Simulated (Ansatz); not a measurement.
Input and output for W (fcc type): DFT, PBE, all-electron LAPW, scalar-relativistic (Ansatz 0.2.0). This run: fcc relaxed under pressure.

The cell comes from a relaxation on PAW files under the same functional, begun from a prototype that needn't be the stable phase.

Command: `ansatz run input.yaml --threads 1 --pin off --max-ram 3584MiB --backend cpu --events-out ev --progress --plain --runs-dir out` It took 31 s on 1 thread of AMD EPYC 9R45 96-Core Processor (Zen 5) (shared host), peak memory 0.57 GiB.

```yaml
crystal:
  lattice:
    - [0.0, 1.7989993583, 1.7989993583]
    - [1.7989993583, 0.0, 1.7989993583]
    - [1.7989993583, 1.7989993583, 0.0]
  atoms:
    - { symbol: W, position: [0.0, 0.0, 0.0] }
kpoints:
  mp_grid: { grid: [18, 18, 18] }
scf:
  occupations: { method: fermi_dirac, width: 0.1 }
hamiltonian:
  xc: pbe
  pseudopotentials: { kind: all_electron, lapw: { basis_error: 0.0005 } }
output:
  forces: true
  stress: true
  eigenvalues: true
relax:
  f_tol: 0.005
  max_steps: 12
  cell: { p_target: 190.0, stress_tol: 0.095 }
```

Output:

```
The last accepted step is kept in <dir> (removed where the run ends without a failure and the disk answers)
LAPW: plane waves up to 10.333 Å⁻¹, error target 5.0e-4 eV per atom; small_component_spin mean_spin; W in spheres of 1.234 Å, 44 of its electrons in bands, Dirac shells [] (how accurate: hamiltonian.pseudopotentials.lapw.basis_error, Limitations)
Engine: ansatz 0.2.0
Pseudopotentials: kind: all_electron
Pseudopotential: W, LAPW, valence charge 44, lapw/all_electron/scalar/gaussian/W, Koelling and Harmon's equation, gaussian nucleus
Functional definition: PBE
  parameter kappa = 0.804
  parameter beta = 0.06672455060314922
  exchange = pbe_x(kappa = kappa, mu = beta*pi^2/3)
  correlation = pbe_c(beta = beta)
Crystal: 1 atoms, lattice volume = 11.645 Å³
Basis set: ecut = 406.7997107147931 eV, 229 PW (Γ), exchange–correlation at level 2
Bands: 27, of which v1, the nominal top of the filled ones, is band 22 counted from 1 (21 counted from 0)
Symmetry: 48 space group operations
Space group: Fm-3m (ITA 225), of the structure as read, at distance tolerance 2.3e-5 Å
k-points: 195 of 5832
Non-local potential: W, projectors of the file, none
Initial density: superposition of atomic densities (chi_scale 0.1, normalization cell)
Initial wavefunctions: plane waves of lowest kinetic energy (no species holds an atomic orbital)
Functional: x = pbe(κ = 0.804, μ = 0.2195149727645171), c = pbe(β = 0.06672455060314922)
iter 1 solved again at ethr=1.40e-4 eV; its pass at ethr=1.00e-1 eV (dr2=6.14e-2 eV) is discarded
SCF iter   1: F=—  HF=-439199.722384 eV  |F-HF|=—  |Δ(HF+E_count)|=         —  Δρ=3.43e-2  dr2=6.16e-2  ethr=1.40e-4  ⟨swp⟩=3.0  Hψ=33334  notcnv=0
preconditioner: auto → none  [metal: Δε(μ)=0.007 eV  Ē_g=33.799 eV  σ=0.100 eV  W_gap=0.02  n_scr=8 (ndim 8)  ℏωp=55.5 eV  f_vac=0.000  D(μ)=0.76/eV (n_scr^D=8)  sad-step TF]
SCF iter   2: F=—  HF=-439199.621024 eV  |F-HF|=—  |Δ(HF+E_count)|=   1.01e-1  Δρ=1.92e-2  dr2=2.29e-2  ethr=1.40e-4  ⟨swp⟩=2.0  Hψ=15555  notcnv=0
SCF iter   3: F=—  HF=-439199.606762 eV  |F-HF|=—  |Δ(HF+E_count)|=   1.43e-2  Δρ=9.24e-3  dr2=5.18e-3  ethr=5.20e-5  ⟨swp⟩=2.0  Hψ=15463  notcnv=0
iter 4 solved again at ethr=4.71e-7 eV; its pass at ethr=1.18e-5 eV (dr2=2.07e-4 eV) is discarded
SCF iter   4: F=—  HF=-439199.605027 eV  |F-HF|=—  |Δ(HF+E_count)|=         —  Δρ=1.76e-3  dr2=2.08e-4  ethr=4.71e-7  ⟨swp⟩=2.0  Hψ=26248  notcnv=0
the basis was enlarged: its passes take 566.1 KiB over the memory plan, 1 of 1 planned eigensolver slots
SCF iter   5: F=—  HF=-439199.605022 eV  |F-HF|=—  |Δ(HF+E_count)|=   4.86e-6  Δρ=1.34e-4  dr2=1.58e-6  ethr=4.71e-7  ⟨swp⟩=2.0  Hψ=15463  notcnv=0
SCF iter   6: F=-439199.605022 eV  HF=-439199.605022 eV  |F-HF|=2.33e-9  |Δ(HF+E_count)|=   3.85e-7  Δρ=3.99e-6  dr2=9.05e-10  ethr=3.59e-9  ⟨swp⟩=2.2  Hψ=15503  notcnv=0
SCF 1 converged in 6 iterations: F = -439199.605022 eV  dr2 = 9.05e-10
relax step   1: F+E_penalty+E_count = -439199.60502219 eV  Δ(F+E_penalty+E_count) = +0.000e0 eV  max|allowed force component| = 0.000e0 eV/Å  Δτ_max = 0.0000 Å  P = +188.883 GPa  Ω = 11.645 Å³  (6 SCF iters, accepted)
Crystal: 1 atoms, lattice volume = 11.602 Å³
Basis set: ecut = 407.7833287632495 eV, 229 PW (Γ), exchange–correlation at level 2
Initial density: handed on by an earlier stage of this run
Initial wavefunctions: those handed on with the density
iter 1 solved again at ethr=3.17e-10 eV; its pass at ethr=1.00e-1 eV (dr2=1.40e-7 eV) is discarded
SCF iter   1: F=—  HF=-439199.554959 eV  |F-HF|=—  |Δ(HF+E_count)|=         —  Δρ=1.98e-4  dr2=2.38e-6  ethr=3.17e-10  ⟨swp⟩=5.8  Hψ=31216  notcnv=0
eigensolver tolerance schedule calibrated: the retry pair's looser diagonalisation under-reported the residual by θ = 0.94 (0.11/decade); ethr = c·dr2/N_el runs at the constant in force after the calibration composes with the one it found (an armed cap, an earlier calibration), c = 8.1e-2
preconditioner: auto → none  [metal: Δε(μ)=0.023 eV  Ē_g=34.523 eV  σ=0.100 eV  W_gap=0.06  n_scr=8 (ndim 8)  ℏωp=55.6 eV  f_vac=0.000  D(μ)=0.75/eV (n_scr^D=8)]
SCF iter   2: F=—  HF=-439199.554956 eV  |F-HF|=—  |Δ(HF+E_count)|=   2.39e-6  Δρ=7.96e-5  dr2=3.73e-7  ethr=3.17e-10  ⟨swp⟩=3.0  Hψ=16035  notcnv=0
iter 3 solved again at ethr=3.52e-12 eV; its pass at ethr=3.17e-10 eV (dr2=1.90e-9 eV) is discarded
SCF iter   3: F=—  HF=-439199.554956 eV  |F-HF|=—  |Δ(HF+E_count)|=   2.53e-7  Δρ=6.00e-6  dr2=1.91e-9  ethr=4.77e-12 (applied; sched 3.52e-12)  ⟨swp⟩=2.1  Hψ=26386  notcnv=0
SCF iter   4: F=-439199.554956 eV  HF=-439199.554956 eV  |F-HF|=2.50e-9  |Δ(HF+E_count)|=   5.83e-8  Δρ=3.60e-6  dr2=6.74e-10  ethr=6.77e-12 (applied; sched 3.52e-12)  ⟨swp⟩=2.0  Hψ=15464  notcnv=0
SCF 2 converged in 4 iterations: F = -439199.554956 eV  dr2 = 6.74e-10
relax step   2: F+E_penalty+E_count = -439199.55495617 eV  Δ(F+E_penalty+E_count) = +5.007e-2 eV  max|allowed force component| = 0.000e0 eV/Å  Δτ_max = 0.0000 Å  P = +192.133 GPa  Ω = 11.602 Å³  (4 SCF iters, rejected (line search))
Crystal: 1 atoms, lattice volume = 11.630 Å³
Basis set: ecut = 407.13798283847234 eV, 229 PW (Γ), exchange–correlation at level 2
iter 1 solved again at ethr=1.16e-10 eV; its pass at ethr=1.00e-1 eV (dr2=5.11e-8 eV) is discarded
SCF iter   1: F=—  HF=-439199.587868 eV  |F-HF|=—  |Δ(HF+E_count)|=         —  Δρ=1.25e-4  dr2=9.73e-7  ethr=1.16e-10  ⟨swp⟩=5.9  Hψ=31260  notcnv=0
[... lines left out ...]
SCF iter   2: F=—  HF=-439199.587867 eV  |F-HF|=—  |Δ(HF+E_count)|=   1.01e-6  Δρ=5.01e-5  dr2=1.50e-7  ethr=1.16e-10  ⟨swp⟩=3.0  Hψ=16078  notcnv=0
iter 3 solved again at ethr=1.73e-12 eV; its pass at ethr=1.16e-10 eV (dr2=8.56e-10 eV) is discarded
SCF iter   3: F=-439199.587866 eV  HF=-439199.587866 eV  |F-HF|=7.57e-8  |Δ(HF+E_count)|=   8.99e-8  Δρ=4.03e-6  dr2=8.58e-10  ethr=4.77e-12 (applied; sched 1.73e-12)  ⟨swp⟩=2.0  Hψ=26432  notcnv=0
SCF 3 converged in 3 iterations: F = -439199.587866 eV  dr2 = 8.58e-10
relax step   3: F+E_penalty+E_count = -439199.58786638 eV  Δ(F+E_penalty+E_count) = +1.716e-2 eV  max|allowed force component| = 0.000e0 eV/Å  Δτ_max = 0.0000 Å  P = +189.999 GPa  Ω = 11.630 Å³  (3 SCF iters, accepted)
iter 1 solved again at ethr=2.42e-12 eV; its pass at ethr=1.00e-1 eV (dr2=1.07e-9 eV) is discarded
SCF iter   1: F=—  HF=-439199.587866 eV  |F-HF|=—  |Δ(HF+E_count)|=         —  Δρ=4.03e-6  dr2=8.56e-10  ethr=9.53e-12 (applied; sched 2.42e-12)  ⟨swp⟩=6.6  Hψ=35499  notcnv=0  reapply=29
preconditioner: auto → none  [metal: Δε(μ)=0.012 eV  Ē_g=34.503 eV  σ=0.100 eV  W_gap=0.03  n_scr=8 (ndim 8)  ℏωp=55.5 eV  f_vac=0.000  D(μ)=0.75/eV (n_scr^D=8)]
SCF iter   2: F=-439199.587866 eV  HF=-439199.587866 eV  |F-HF|=1.25e-8  |Δ(HF+E_count)|=   1.63e-8  Δρ=3.54e-6  dr2=6.82e-10  ethr=6.77e-12 (applied; sched 1.95e-12)  ⟨swp⟩=2.1  Hψ=15476  notcnv=0
SCF 4 converged in 2 iterations: F = -439199.587866 eV  dr2 = 6.82e-10
relax step   4: F+E_penalty+E_count = -439199.58786640 eV  Δ(F+E_penalty+E_count) = -2.130e-8 eV  max|allowed force component| = 0.000e0 eV/Å  Δτ_max = 0.0000 Å  P = +189.997 GPa  Ω = 11.630 Å³  stress off target by 2.51e-3 GPa  SCF on the basis re-selected at this cell (its energy is not comparable with the rows above)  (2 SCF iters)
basis re-selected at this cell: Δ(F+E_penalty+E_count) = -2.130e-8 eV, ΔP = -0.001 GPa vs the last step (what re-selecting the basis moved, after the strain that the cell walked since its last selection, with what the two solves' SCF thresholds leave and, on support functions, any second-order correction that the steps lacked; it is no measure of the basis error at this ecutwfc). This SCF's stress stands 2.51e-3 GPa from its target on what of the cell is left free (relax.cell.stress_tol is 9.50e-2 GPa) and its largest allowed force component is 0.00e0 eV/Å (relax.f_tol is 5.00e-3 eV/Å): within both
SCF converged after 2 iterations
Free energy (F): -439199.587866 eV
Harris-Foulkes:  -439199.587866 eV  (|F-HF|=1.25e-8)
Internal energy: -439199.563035 eV  (E = F + TS)
E sigma→0 (E₀):  -439199.575450 eV
Entropy (-TS):   -0.024832 eV (-24.832 meV/atom)
Fermi energy:    40.051264 eV
--- Per-component energies (eV) ---
  E_band       = -3827.929606
  E_kinetic    = 491922.879348
  E_xc         = -8840.995292
  E_electrostatic = -922281.447090  (all electrons and nuclei)
  E_smearing   = -0.024832  (= −TS)
  E_closure    = 0.000000  (closes the sum)
  E_atoms      = -439190.788623  (free atoms, spherical and without spin; not in F)
  Σ components = -439199.587866   (vs F -439199.587866, Δ=0.00e0)
  Basis errors (estimates in eV, not in F): energy 1.2e-4 per atom: plane waves 1.0e-4 (5.3e-5 summed), levels above the bands 3.0e-89, relativity 3.7e-8, radial functions 2.1e-5, core shells 6.7e-7; eigenvalues (radial functions only) 1.1e-6; not estimated: angular momenta, meshes, grids; target (lapw.basis_error) 5.0e-4; muffin-tin radii W 1.233 Å
--- Forces (eV/Å), atoms counted from 1 ---
  atom   1  W     -0.00000000     0.00000000     0.00000000
  max |Σ_I F_I| component: 5.92e-31 eV/Å
--- Stress (GPa, compression-positive) ---
      189.997486       0.000000      -0.000000
        0.000000     189.997486       0.000000
       -0.000000       0.000000     189.997486
  P = ⅓ Tr σ = 189.9975 GPa (1899.975 kbar)
--- Band table (eV; the first three rows and the last of 195) ---
  k-point 0: bands = ["-376.6517", "-376.6517", "-376.6517", "-191.7232", "-191.7232", "-191.6993", "-191.6993", "-191.6993", "-33.3780", "3.8742", "3.8742", "3.8742", "12.9847", "13.0188", "13.0188", "13.0188", "13.1535", "13.1535", "13.1535", "29.5007", "38.7388", "38.7388", "38.7388", "43.7477", "43.7477", "53.0644", "60.1147"]
  k-point 1: bands = ["-376.6517", "-376.6517", "-376.6517", "-191.7232", "-191.7232", "-191.6993", "-191.6993", "-191.6993", "-33.3644", "3.7558", "3.8609", "3.8609", "12.9877", "13.0181", "13.0209", "13.0209", "13.1495", "13.1495", "13.1537", "29.7171", "38.5750", "38.8391", "38.8391", "43.6292", "43.6292", "53.4797", "59.3183"]
  k-point 2: bands = ["-376.6517", "-376.6517", "-376.6517", "-191.7232", "-191.7232", "-191.6993", "-191.6993", "-191.6993", "-33.3252", "3.4225", "3.8225", "3.8225", "12.9950", "13.0173", "13.0269", "13.0269", "13.1382", "13.1382", "13.1541", "30.3208", "38.1806", "39.1001", "39.1001", "43.3603", "43.3603", "54.5596", "57.9581"]
  k-point 194: bands = ["-376.6517", "-376.6517", "-376.6517", "-191.7232", "-191.7231", "-191.6993", "-191.6993", "-191.6992", "-32.7582", "1.4862", "1.8185", "2.5875", "13.0334", "13.0428", "13.0523", "13.0766", "13.0785", "13.0818", "13.1264", "34.1736", "36.4362", "38.2811", "41.8614", "49.1187", "55.0592", "55.5735", "55.7721"]
--- Relaxed structure (3 steps of the walk, 2 accepted, 1 SCFs on fresh bases) ---
  F+E_penalty+E_count = -439199.58786640 eV   max|allowed force component| = 0.000e0 eV/Å   (the final SCF, on the basis selected at the relaxed cell)
  cell:  # Å, volume = 11.6300 Å³
    - [3.98075940069968e-36, 1.7982518503101828, 1.7982518503101828]
    - [1.7982518503101828, 2.945761956517763e-35, 1.7982518503101828]
    - [1.7982518503101828, 1.7982518503101828, 2.5476860164477947e-35]
  atoms:
    - { symbol: W, position: [0.0, 0.0, 0.0] }
```

Next run (bcc relaxed under pressure), as changes to the input before:

```diff
   lattice:
-    - [0.0, 1.7989993583, 1.7989993583]
-    - [1.7989993583, 0.0, 1.7989993583]
-    - [1.7989993583, 1.7989993583, 0.0]
+    - [-1.4284307582, 1.4284307582, 1.4284307582]
+    - [1.4284307582, -1.4284307582, 1.4284307582]
+    - [1.4284307582, 1.4284307582, -1.4284307582]
   atoms:
 kpoints:
-  mp_grid: { grid: [18, 18, 18] }
+  mp_grid: { grid: [19, 19, 19] }
 scf:
```

Command: `ansatz run input.yaml --threads 1 --pin off --max-ram 3584MiB --backend cpu --events-out ev --progress --plain --runs-dir out` It took 39 s on 1 thread of AMD EPYC 9R45 96-Core Processor (Zen 5), with other jobs on the host, peak memory 0.65 GiB.

Results part of the output:

```
basis re-selected at this cell: Δ(F+E_penalty+E_count) = -9.721e-9 eV, ΔP = +0.000 GPa vs the last step (what re-selecting the basis moved, after the strain that the cell walked since its last selection, with what the two solves' SCF thresholds leave and, on support functions, any second-order correction that the steps lacked; it is no measure of the basis error at this ecutwfc). This SCF's stress stands 2.66e-3 GPa from its target on what of the cell is left free (relax.cell.stress_tol is 9.50e-2 GPa) and its largest allowed force component is 0.00e0 eV/Å (relax.f_tol is 5.00e-3 eV/Å): within both
SCF converged after 2 iterations
Free energy (F): -439200.199825 eV
Harris-Foulkes:  -439200.199825 eV  (|F-HF|=2.91e-10)
Internal energy: -439200.186661 eV  (E = F + TS)
E sigma→0 (E₀):  -439200.193243 eV
Entropy (-TS):   -0.013165 eV (-13.165 meV/atom)
Fermi energy:    40.723306 eV
--- Per-component energies (eV) ---
  E_band       = -4881.335802
  E_kinetic    = 491923.939392
  E_xc         = -8840.855354
  E_electrostatic = -922283.270699  (all electrons and nuclei)
  E_smearing   = -0.013165  (= −TS)
  E_closure    = 0.000000  (closes the sum)
  E_atoms      = -439190.788623  (free atoms, spherical and without spin; not in F)
  Σ components = -439200.199825   (vs F -439200.199825, Δ=0.00e0)
  Basis errors (estimates in eV, not in F): energy 1.4e-4 per atom: plane waves 1.2e-4 (6.3e-5 summed), levels above the bands 6.4e-68, relativity 1.5e-8, radial functions 1.9e-5, core shells 8.6e-12; eigenvalues (radial functions only) 1.2e-6; not estimated: angular momenta, meshes, grids; target (lapw.basis_error) 5.0e-4; muffin-tin radii W 1.199 Å
--- Forces (eV/Å), atoms counted from 1 ---
  atom   1  W     -0.00000000     0.00000000    -0.00000000
  max |Σ_I F_I| component: 1.25e-30 eV/Å
--- Stress (GPa, compression-positive) ---
      189.997341       0.000000      -0.000000
        0.000000     189.997341       0.000000
       -0.000000       0.000000     189.997341
  P = ⅓ Tr σ = 189.9973 GPa (1899.973 kbar)
--- Band table (eV; the first three rows and the last of 220) ---
  k-point 0: bands = ["-522.8080", "-376.8260", "-376.8260", "-376.8260", "-191.9050", "-191.9050", "-191.8710", "-191.8710", "-191.8710", "-33.5711", "3.7003", "3.7003", "3.7003", "12.8156", "12.8156", "12.8156", "12.9293", "12.9293", "12.9293", "13.0313", "29.4398", "38.5753", "38.5753", "38.5753", "43.4394", "43.4394", "55.6554", "55.6554"]
  k-point 1: bands = ["-522.8080", "-376.8260", "-376.8260", "-376.8260", "-191.9050", "-191.9050", "-191.8710", "-191.8710", "-191.8710", "-33.5582", "3.5950", "3.6703", "3.6989", "12.8168", "12.8181", "12.8184", "12.9264", "12.9282", "12.9285", "13.0277", "29.6445", "38.4454", "38.5501", "38.7732", "43.1992", "43.4342", "55.8441", "55.9701"]
  k-point 2: bands = ["-522.8080", "-376.8260", "-376.8260", "-376.8260", "-191.9050", "-191.9050", "-191.8710", "-191.8710", "-191.8710", "-33.5207", "3.2970", "3.5843", "3.6948", "12.8201", "12.8255", "12.8265", "12.9184", "12.9246", "12.9264", "13.0182", "30.2213", "38.0880", "38.4422", "39.3597", "42.7064", "43.4321", "56.3581", "56.8814"]
  k-point 219: bands = ["-522.8080", "-376.8260", "-376.8260", "-376.8260", "-191.9051", "-191.9051", "-191.8709", "-191.8709", "-191.8709", "-32.7408", "1.4590", "1.4783", "1.4783", "12.8020", "12.8640", "12.8654", "12.8654", "12.9607", "12.9613", "12.9613", "31.7354", "31.7872", "47.7026", "47.7026", "48.1244", "51.6774", "52.5617", "52.5617"]
--- Relaxed structure (3 steps of the walk, 2 accepted, 1 SCFs on fresh bases) ---
  F+E_penalty+E_count = -439200.19982510 eV   max|allowed force component| = 0.000e0 eV/Å   (the final SCF, on the basis selected at the relaxed cell)
  cell:  # Å, volume = 11.6452 Å³
    - [-1.427891633499859, 1.427891633499859, 1.427891633499859]
    - [1.427891633499859, -1.427891633499859, 1.427891633499859]
    - [1.427891633499859, 1.427891633499859, -1.427891633499859]
  atoms:
    - { symbol: W, position: [0.0, 0.0, 0.0] }
```

Next run (hcp relaxed under pressure), as changes to the input before:

```diff
   lattice:
-    - [-1.4284307582, 1.4284307582, 1.4284307582]
-    - [1.4284307582, -1.4284307582, 1.4284307582]
-    - [1.4284307582, 1.4284307582, -1.4284307582]
+    - [2.5545517497, 0.0, 0.0]
+    - [-1.2772758748, 2.2123067105, 0.0]
+    - [0.0, 0.0, 4.1065035455]
   atoms:
-    - { symbol: W, position: [0.0, 0.0, 0.0] }
+    - { symbol: W, position: [0.3333333333, 0.6666666667, 0.25] }
+    - { symbol: W, position: [0.6666666667, 0.3333333333, 0.75] }
 kpoints:
-  mp_grid: { grid: [19, 19, 19] }
+  mp_grid: { grid: [17, 17, 9] }
 scf:
```

Results part of the output:

```
basis re-selected at this cell: Δ(F+E_penalty+E_count) = +3.329e-8 eV, ΔP = +0.000 GPa vs the last step (what re-selecting the basis moved, after the strain that the cell walked since its last selection, with what the two solves' SCF thresholds leave and, on support functions, any second-order correction that the steps lacked; it is no measure of the basis error at this ecutwfc). This SCF's stress stands 3.81e-2 GPa from its target on what of the cell is left free (relax.cell.stress_tol is 9.50e-2 GPa) and its largest allowed force component is 6.48e-17 eV/Å (relax.f_tol is 5.00e-3 eV/Å): within both
SCF converged after 2 iterations
Free energy (F): -878399.006253 eV
Harris-Foulkes:  -878399.006253 eV  (|F-HF|=5.24e-9)
Internal energy: -878398.951244 eV  (E = F + TS)
E sigma→0 (E₀):  -878398.978749 eV
Entropy (-TS):   -0.055009 eV (-27.505 meV/atom)
Fermi energy:    40.277755 eV
--- Per-component energies (eV) ---
  E_band       = -9732.256520
  E_kinetic    = 983845.153705
  E_xc         = -17682.172692
[... lines left out ...]
  k-point 1: bands = ["-522.4777", "-522.4777", "-376.4970", "-376.4970", "-376.4970", "-376.4970", "-376.4913", "-376.4913", "-191.5546", "-191.5546", "-191.5546", "-191.5546", "-191.5511", "-191.5511", "-191.5511", "-191.5511", "-191.5480", "-191.5479", "-33.2136", "-32.7436", "0.6940", "3.5535", "3.5535", "3.9787", "3.9955", "3.9955", "13.1391", "13.1547", "13.1620", "13.1952", "13.1952", "13.2182", "13.2182", "13.2339", "13.2339", "13.2499", "13.2913", "13.2913", "13.3020", "13.3078", "29.8583", "32.3777", "38.7282", "38.7282", "38.8911", "40.0824", "40.0824", "41.9388", "41.9388", "42.4682", "46.4704", "46.4704", "52.9589", "54.7165", "56.8734", "59.5806"]
  k-point 2: bands = ["-522.4777", "-522.4777", "-376.4970", "-376.4970", "-376.4970", "-376.4970", "-376.4913", "-376.4913", "-191.5546", "-191.5546", "-191.5546", "-191.5546", "-191.5511", "-191.5511", "-191.5511", "-191.5511", "-191.5480", "-191.5479", "-33.1715", "-32.7884", "0.9623", "3.5935", "3.5935", "3.6301", "3.9537", "3.9537", "13.1338", "13.1505", "13.1768", "13.1857", "13.1857", "13.2070", "13.2070", "13.2444", "13.2513", "13.2513", "13.2956", "13.2956", "13.3025", "13.3073", "30.4766", "32.5369", "38.5479", "38.5479", "38.5486", "39.6907", "39.6907", "41.2341", "42.7585", "42.7585", "46.6149", "46.6149", "52.4943", "55.5163", "58.5220", "58.9582"]
  k-point 164: bands = ["-522.4777", "-522.4777", "-376.4970", "-376.4970", "-376.4970", "-376.4970", "-376.4913", "-376.4913", "-191.5545", "-191.5545", "-191.5545", "-191.5545", "-191.5511", "-191.5511", "-191.5511", "-191.5511", "-191.5479", "-191.5479", "-32.6493", "-32.6434", "1.2535", "1.2799", "1.9406", "2.1252", "3.4559", "3.4905", "13.1763", "13.1770", "13.2000", "13.2149", "13.2175", "13.2183", "13.2296", "13.2319", "13.2379", "13.2445", "13.2510", "13.2513", "13.2640", "13.2643", "34.5982", "34.8094", "35.8264", "36.3444", "38.8309", "38.9053", "41.2159", "41.6764", "46.3707", "46.5745", "53.7261", "54.0922", "56.3047", "56.8687", "58.6347", "59.5360"]
--- Relaxed structure (3 steps of the walk, 2 accepted, 1 SCFs on fresh bases) ---
  F+E_penalty+E_count = -878399.00625315 eV   max|allowed force component| = 6.476e-17 eV/Å   (the final SCF, on the basis selected at the relaxed cell)
  cell:  # Å, volume = 23.1805 Å³
    - [2.5533809575733253, -2.8854287236048113e-11, 3.383096781862754e-20]
    - [-1.276690478761674, 2.2112927748123625, -1.6915483908982982e-20]
    - [5.438409666662733e-20, -5.54538796443694e-34, 4.105446531689127]
  atoms:
    - { symbol: W, position: [0.33333333333333326, 0.6666666666666667, 0.25] }
    - { symbol: W, position: [0.6666666666666665, 0.3333333333333333, 0.7499999999999999] }
```

Spin–orbit coupling is left out, which matters for the heavy atoms.
